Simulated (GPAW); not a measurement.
FeO (Wuestite):

```
Fe O
1.0
     0.00000    2.15540    2.15540
     2.15540    0.00000    2.15540
     2.15540    2.15540    0.00000
Fe O
1 1
Direct
  0.00000 0.00000 0.00000
  0.50000 0.50000 0.50000
```

Program: GPAW 26.7.0. Alike in all runs: task single point; spin collinear, ferromagnetic start; cell as given; k mesh 11 × 11 × 11; cutoff (eV) 800.

Question: Order these runs on this cell by their pressure, lowest first.
A. level RPBE; potentials or basis the program's PAW data sets (release 1.2.1) made for this functional, pw; smearing gaussian 0.05 eV
B. level PBEsol; potentials or basis PAW data sets generated in the run's folder for this functional, pw; smearing gaussian 0.05 eV
C. level PBE; potentials or basis GPAW PAW data sets (gpaw-data 1.2.1), pw; smearing gaussian 0.023 eV

Answer: B (-7.1 GPa), C (0.8 GPa), A (6.7 GPa).

Caveats: a cell with one magnetic atom can't hold antiferromagnetic order, which such compounds often take.
